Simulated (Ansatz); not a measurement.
# Te: the cost of one run

Program: Ansatz 0.2.0. Level of theory: DFT PBE, scalar-relativistic, plane waves, PAW. These are calculated values, not measurements.

## (1) The system as given

It takes space group P6_3/mmc (No. 194, hexagonal). Conventional cell: a = 4.563 Å, b = 4.563 Å, c = 7.529 Å, α = 90.00°, β = 90.00°, γ = 120.00°. Te (site symmetry 3m) has 4 Te at 2.80 to 2.82 Å as nearest neighbours.

As a file:

```xyz
4
Lattice="4.5628 0.0000 0.0000 -2.2814 3.9515 0.0000 0.0000 0.0000 7.5286" Properties=species:S:1:pos:R:3 pbc="T T T"
Te    0.0000    2.6343    3.2938
Te    2.2814    1.3172    7.0581
Te    2.2814    1.3172    4.2348
Te    0.0000    2.6343    0.4705
```

This is candidate A: lonsdaleite type (P6_3/mmc, No. 194).

(A quick probe on a coarse mesh, which set the mesh and smearing, is not shown.)

## (3) Coarse relaxation (candidate A)

File input.yaml:

```yaml
crystal:
  lattice:
    - [4.5627952153, 0.0, 0.0]
    - [-2.2813976077, 3.9514965688, 0.0]
    - [0.0, 0.0, 7.5286121053]
  atoms:
    - { symbol: Te, position: [0.3333333333, 0.6666666667, 0.4375] }
    - { symbol: Te, position: [0.6666666667, 0.3333333333, 0.9375] }
    - { symbol: Te, position: [0.6666666667, 0.3333333333, 0.5625] }
    - { symbol: Te, position: [0.3333333333, 0.6666666667, 0.0625] }
basis:
  ecutwfc: 420
kpoints:
  mp_grid: { grid: [6, 6, 2] }
hamiltonian:
  xc: pbe
scf:
  occupations: { method: gaussian, width: 0.1 }
  lower_state_search: "off"
output:
  forces: true
  stress: true
  eigenvalues: true
relax:
  adjacent_minimum: "off"
  f_tol: 0.04
  max_steps: 70
  cell: { stress_tol: 0.4 }
```

Q: Estimate wall time and peak memory on 1 thread of an x86-64 CPU, shared host.

About 42 s, with a peak of 0.57 GiB.
